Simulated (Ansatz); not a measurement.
The system is Cu.

```
Cu
1.0
    -1.44279    1.44279    1.37608
     1.44279   -1.44279    1.37608
     1.44279    1.44279   -1.37608
Cu
1
Direct
  0.00000 0.00000 0.00000
```

This isn't the form of Cu at room conditions, which is fcc.

Base run:

```yaml
Program: Ansatz 0.2.0
Functional: LDA
Potentials_or_basis: Ansatz PAW
Cutoff: 420 eV
Density_cutoff: 1680 eV
k_mesh: 13 × 13 × 13
Occupations: fermi-dirac, width 0.05 eV
Spin: no spin polarisation
```

Its results: band gap on the k mesh none (metal or under the smearing width); pressure -7.8 GPa.

**Question.** The run is repeated on the same cell with these changes: functional from LDA to PBEsol. What comes out?

**Answer.** Band gap on the k mesh none (metal or under the smearing width); pressure -1.4 GPa.

PBEsol binds less tightly than LDA, so the same cell stands under more pressure.

Caveats: the PAW data sets come from PBE, with cores solved anew for the run's functional, which leaves a small shift of forces and pressure.

Not every run made on this cell is shown here.
